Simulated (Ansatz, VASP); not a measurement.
MgS in VASP and in Ansatz

```
CELL_PARAMETERS angstrom
2.57801 2.57801 0.00000
-2.57801 2.57801 0.00000
0.00000 2.57801 2.59873
ATOMIC_POSITIONS crystal
Mg 0.00000 0.00000 0.00000
S 0.50000 0.50000 0.00000
```

Change from the starting cell: film at in-plane strain -0.005.

Alike in both runs: task single point; functional PBEsol; k mesh 8 × 8 × 8; no spin polarisation.

```csv
,VASP,Ansatz
version,VASP 6.6.1,Ansatz 0.2.0
potentials or method,"VASP PAW PBE potentials, release 64 (Mg, S), cutoff 520 eV","all-electron LAPW, scalar-relativistic"
occupations,"gaussian, width 0.01 eV",fixed
```

VASP gave:

| Quantity | Value |
| --- | --- |
| gap on the k mesh at the Fermi level (eV) | 2.71 |
| pressure (GPa) | 0.4 |
| largest component of the traceless stress (GPa) | 0.61 |

Problem. What did Ansatz give for the same quantities?

Solution. gap on the k mesh at the Fermi level (eV): 2.71; pressure (GPa): 0.6; largest component of the traceless stress (GPa): 0.61.

Ansatz ran all-electron here, so the differences hold the error of VASP's frozen core and of both bases.

Caveats: the PAW data sets were made with another functional, which shifts forces and pressure a little (VASP). A k mesh can miss the band edges.
